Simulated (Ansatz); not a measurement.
Write the native input for Ansatz 0.2.0 that does the following.

```
Task                                : band structure
Functional                          : HSE03
Potentials or basis                 : Ansatz PAW
Cutoff                              : 420 eV (not typed: the program's choice for these potentials)
k mesh                              : 5 × 5 × 3
Occupations                         : fermi-dirac, width 0.05 eV
Spin                                : no spin polarisation
Path                                : [["G", "X", "S", "R", "A", "Z", "G", "Y", "X1", "A1", "T", "Y"], ["Z", "T"]]
Points for each segment of the path : 4
```

Ge:

```
Ge
1.0
     1.48805   -2.59469    0.00000
     1.48805    2.59469    0.00000
     0.00000    0.00000    4.72760
Ge
2
Cartesian
  1.4881 0.8643 1.1819
  1.4881 -0.8643 3.5457
```

This isn't the form of Ge at room conditions, which is diamond.

These files were run (other wordings do the same):

input

```
crystal:
  lattice:
    - [1.488052925, -2.59468961, 0.0]
    - [1.488052925, 2.59468961, 0.0]
    - [0.0, 0.0, 4.72759579]
  atoms:
    - { symbol: Ge, position: [0.33344663, 0.66655337, 0.25] }
    - { symbol: Ge, position: [0.66655337, 0.33344663, 0.75] }
hamiltonian:
  xc: { exchange: pbe, correlation: pbe, exx: { coeff: 0.25, omega: 0.3 } }
  pseudopotentials: { kind: paw }
kpoints:
  mp_grid: { grid: [5, 5, 3] }
  band_path:
    path:
      - [[0.0, 0.0, 0.0], [0.3322253894, 0.3322253894, 0.0], [0.0, 0.5, 0.0], [0.0, 0.5, 0.5], [0.3322253894, 0.3322253894, 0.5], [0.0, 0.0, 0.5], [0.0, 0.0, 0.0], [-0.5, 0.5, 0.0], [-0.3322253894, 0.6677746106, 0.0], [-0.3322253894, 0.6677746106, 0.5], [-0.5, 0.5, 0.5], [-0.5, 0.5, 0.0]]
      - [[0.0, 0.0, 0.5], [-0.5, 0.5, 0.5]]
    npoints: 4
scf:
  occupations: { method: fermi_dirac, width: 0.05 }
  n_extra_bands: 6
output:
  forces: true
  stress: true
  eigenvalues: true
  fatbands: false
```

Results of the run:

The pressure is 3.1 GPa. The largest force is 0.009 eV/Å and the band gap on the k mesh is none (metal or under the smearing width).

Caveat: the k mesh is coarse (spacing up to 0.49 Å⁻¹), so the values aren't converged, least of all with exact exchange; the PAW data sets come from PBE, with cores solved anew for the run's functional, which leaves a small shift of forces and pressure; the thresholds are loose for stress.

It took 43 s on 1 × NVIDIA H100 80GB HBM3 with 2 threads of AMD EPYC 7R13 Processor (Zen 3), with other jobs on the host, peak memory 1.6 GiB.
